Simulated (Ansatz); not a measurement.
Sn:

```
Sn
1.0
    -1.89114    1.89779    1.87320
     1.89711   -1.92154    1.90292
     1.88324    1.91364   -1.89694
Sn
1
Direct
  0.00000 0.00000 0.00000
```

This isn't the form of Sn at room conditions, which is tetragonal (white tin).

The cell isn't the ideal one: cell sheared at random, sigma 0.01, atoms nudged by 0.01 Å.

```yaml
Program: Ansatz 0.2.0
Task: relaxation of cell and atoms
Functional: BLYP
Dispersion: D4
Potentials_or_basis: Ansatz PAW
Cutoff: "420 eV (not typed: the program's choice for these potentials)"
k_mesh: 10 × 10 × 10
Occupations: fermi-dirac, width 0.05 eV
Spin: no spin polarisation
```

At the start: volume 27.20 Å³/atom.

Question: Where does the relaxation end?

Answer: It ends after 14 steps and the volume is 27.91 Å³/atom (+2.6 %); space group I4/mmm (No. 139, to 0.05 Å).

The path:
| step | energy change (eV) | largest force (eV/Å) | volume (Å³) |
| --- | --- | --- | --- |
| 1 | 0.0000 | 0.0000 | 27.20 |
| 2 | -0.0027 | 0.0000 | 27.82 |
| 3 | -0.0046 | 0.0000 | 28.13 |
| 4 | -0.0098 | 0.0000 | 28.73 |
| 5 | -0.0137 | 0.0000 | 27.83 |
| 6 | -0.0148 | 0.0000 | 27.96 |
| 7 | -0.0193 | 0.0000 | 28.31 |
| 8 | -0.0201 | 0.0000 | 28.32 |
| 9 | -0.0218 | 0.0000 | 27.93 |
| 10 | -0.0221 | 0.0000 | 27.92 |
| 11 | -0.0223 | 0.0000 | 27.93 |
| 12 | -0.0223 | 0.0000 | 27.92 |
| 13 | -0.0223 | 0.0000 | 27.91 |
| 14 | -0.0226 | 0.0000 | 27.91 |

Final structure:
```xyz
1
Lattice="-1.8297 2.0841 1.8306 1.8292 -2.0857 1.8285 1.8303 2.0852 -1.8290" Properties=species:S:1:pos:R:3 pbc="T T T"
Sn    0.0000    0.0000    0.0000
```

Caveat: the plane-wave basis is chosen anew once the cell has moved, so the energies of steps on either side of that aren't comparable; pairwise dispersion overbinds metals, which lowers pressure and volume; the PAW data sets come from PBE, with cores solved anew for the run's functional, which leaves a small shift of forces and pressure.
